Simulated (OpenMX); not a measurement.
## CoO under changes of volume

One of the cells (9.770 Å³/atom); the others are scaled copies at fixed shape and fractional positions:

```
Co O
1.0
     1.51544    0.87494    2.45609
    -1.51544    0.87494    2.45609
     0.00000   -1.74988    2.45609
Co O
1 1
Direct
  0.00000 0.00000 0.00000
  0.50000 0.50000 0.50000
```

The cell is a database's computed one.

* Program: OpenMX 3.8.5
* Functional: PBE
* Potentials or basis: OpenMX 2013 PBE set, Co6.0H-s3p2d1, O6.0-s2p2d1, fixed grid of 28 × 28 × 28 points
* k mesh: 11 × 11 × 11
* Occupations: fermi-dirac, width 0.05 eV
* Spin: collinear spin, ferromagnetic start
* Starting moments: [2.0, 0.0] μB

```csv
volume (Å³/atom),energy over the lowest point (meV/atom),moment (μB per cell)
9.003,?,?
9.195,3.21,2.36
9.387,0.00,2.41
9.770,6.55,2.55
9.961,15.25,2.62
10.153,27.40,2.67
```

Task: What does the run at 9.003 Å³/atom give?

Result: Energy over the lowest point 11.84 meV/atom; moment 2.32 μB per cell.

Worked out: A Birch-Murnaghan fit of order 3 (a polynomial in V^(-2/3)) to the other rows has its minimum at 9.43 Å³/atom with B0 = V·E''(V) = 178 GPa and B' = 4.1 at fixed shape and positions, which overstates the stiffness. It gives 11.31 meV/atom at 9.003 Å³/atom, against the run's 11.84. A straight line through the other rows of the moment, of slope 0.335 μB per Å³/atom, extrapolates to 2.29 μB, against the run's 2.32.

Energies are extrapolated to zero smearing.

Caveats: the transition metal has a single d function, too few for pressures, volumes and moments; the real-space grid is coarse for these elements, which adds noise of up to some 20 meV/atom to energies and shifts forces, pressures and volumes; the basis of atomic orbitals isn't converged, which shifts pressures, moduli and gaps; a cell with one magnetic atom can't hold antiferromagnetic order, which such compounds often take.
